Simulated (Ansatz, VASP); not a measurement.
Mg: VASP beside Ansatz

Contents of INCAR:

```
PREC = Accurate
ENCUT = 600
EDIFF = 1E-6
ISMEAR = -1
SIGMA = 0.05
LREAL = False
LASPH = True
NELM = 60
ALGO = Normal
ISIF = 3
LWAVE = False
LCHARG = False
GGA = CA
IBRION = 2
NSW = 80
EDIFFG = -0.02
```

The input KPOINTS:

```
regular mesh
0
Gamma
  10 10 10
```

Contents of POSCAR:

```
Mg
1.0
    0.0000000000      2.2442560000      2.2442560000
    2.2442560000      0.0000000000      2.2442560000
    2.2442560000      2.2442560000      0.0000000000
Mg
1
Direct
    0.0000000000      0.0000000000      0.0000000000
```

File input.yaml:

```yaml
crystal:
  lattice:
    - [0.0, 2.244256, 2.244256]
    - [2.244256, 0.0, 2.244256]
    - [2.244256, 2.244256, 0.0]
  atoms:
    - { symbol: Mg, position: [0.0, 0.0, 0.0] }
kpoints:
  mp_grid: { grid: [10, 10, 10] }
scf:
  occupations: { method: fermi_dirac, width: 0.05 }
hamiltonian:
  xc: lda
  pseudopotentials: { kind: all_electron, lapw: { basis_error: 0.001 } }
output:
  forces: true
  stress: true
relax:
  f_tol: 0.02
  max_steps: 60
  cell: {}
```

Alike in both runs: task relaxation of cell and atoms; functional LDA; k mesh 10 × 10 × 10; occupations fermi-dirac, width 0.05 eV; no spin polarisation.

|  | VASP | Ansatz |
| --- | --- | --- |
| version | VASP 6.6.1 | Ansatz 0.2.0 |
| potentials or method | VASP PAW LDA potentials, release 64 (Mg) | all-electron LAPW, scalar-relativistic |
| plane-wave cutoff (eV) | 600 | see its input |

|  | VASP | Ansatz | Ansatz less VASP |
| --- | --- | --- | --- |
| relaxed volume (Å³/atom) | 21.59 | 21.76 | +0.177 |
| relaxed cell length with the largest relative difference (Å) | 3.125 | 3.134 | +0.0085 |
| energy change over the relaxation (meV/atom) | -6 | -4 | +2.0 |

Ansatz ran all-electron here, so the differences hold the error of VASP's frozen core and of both bases.
